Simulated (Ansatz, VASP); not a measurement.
# One calculation of TiPt3, two programs

```xyz
4
Lattice="3.9041 0.0000 0.0000 0.0000 3.9041 0.0000 0.0000 0.0000 3.9041" Properties=species:S:1:pos:R:3 pbc="T T T"
Ti    0.0000    0.0000    0.0000
Pt    1.9520    1.9520    0.0000
Pt    1.9520    0.0000    1.9520
Pt    0.0000    1.9520    1.9520
```

Alike in both runs: functional PBE; dispersion D3(BJ); k mesh 4 × 4 × 4; occupations gaussian, width 0.1 eV; no spin polarisation.

Ansatz relaxed the structure, and its values are those at the end. VASP's run is a single point on that final structure, the one shown.

```csv
,VASP,Ansatz
version,VASP 6.6.1,Ansatz 0.2.0
potentials or method,"VASP PAW PBE potentials, release 64 (Ti_sv, Pt)","scalar-relativistic, plane waves, PAW"
plane-wave cutoff (eV),520,420
valence electrons in the cell,42,66
```

|  | VASP | Ansatz | Ansatz less VASP |
| --- | --- | --- | --- |
| gap on the k mesh at the Fermi level (eV) | none | none | - |
| pressure (GPa) | -0.6 | -0.2 | +0.39 |

A gap of «none» marks a metal or a gap that the smearing closes. The two sets of potentials don't hold the same shells in valence.

Caveats: the k mesh is coarse (spacing up to 0.40 Å⁻¹), so the values aren't converged; pairwise dispersion overbinds metals, which lowers pressure and volume. Spin-orbit coupling is left out, which matters for the levels of Pt.
